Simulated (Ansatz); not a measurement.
The system is Re.

```xyz
4
Lattice="2.7664 0.0000 0.0000 -1.3832 2.3958 0.0000 0.0000 0.0000 8.9388" Properties=species:S:1:pos:R:3 pbc="T T T"
Re    1.3832    0.7986    6.7041
Re    0.0000    0.0000    4.4694
Re    0.0000    1.5972    2.2347
Re    0.0000    0.0000    0.0000
```

Base run:

- Program: Ansatz 0.2.0
- Functional: PBE
- Potentials or basis: all-electron LAPW, scalar-relativistic
- Cutoff: 257 eV
- Density cutoff: 1030 eV
- Basis error allowed: 0.002 eV/atom
- k mesh: 11 × 11 × 3
- Occupations: fermi-dirac, width 0.05 eV
- Spin: no spin polarisation

Its results: pressure 3.4 GPa.

**Question.** The run is repeated on the same cell with these changes: functional from PBE to PBEsol. What comes out?

**Answer.** Pressure -6.7 GPa.

PBEsol binds more tightly than PBE, so the same cell stands under less pressure.

Not every run made on this cell is shown here.
